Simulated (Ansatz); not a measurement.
Crystal: PbS.

```
Pb S
1.0
     4.08970    0.00000    0.00000
    -2.04485    3.54178    0.00000
     0.00000    0.00000    3.78817
Pb S
1 1
Direct
  0.00000 0.00000 0.00000
  0.66667 0.33333 0.50000
```

Measurements of this composition are mostly on another form, of space group No. 225.

Base run:

| Item | Value |
| --- | --- |
| Program | Ansatz 0.2.0 |
| Functional | PBEsol |
| Potentials or basis | all-electron LAPW, scalar-relativistic |
| Cutoff | 170 eV (chosen from the basis error) |
| Basis error allowed | 0.001 eV/atom |
| k mesh | 8 × 8 × 7 |
| Occupations | fermi-dirac, width 0.05 eV |
| Spin | no spin polarisation |

Its results: pressure -2.8 GPa.

The run is repeated on the same cell with these changes: functional from PBEsol to LDA. What comes out?

Pressure -4.4 GPa.

LDA binds more tightly than PBEsol, so the same cell stands under less pressure.
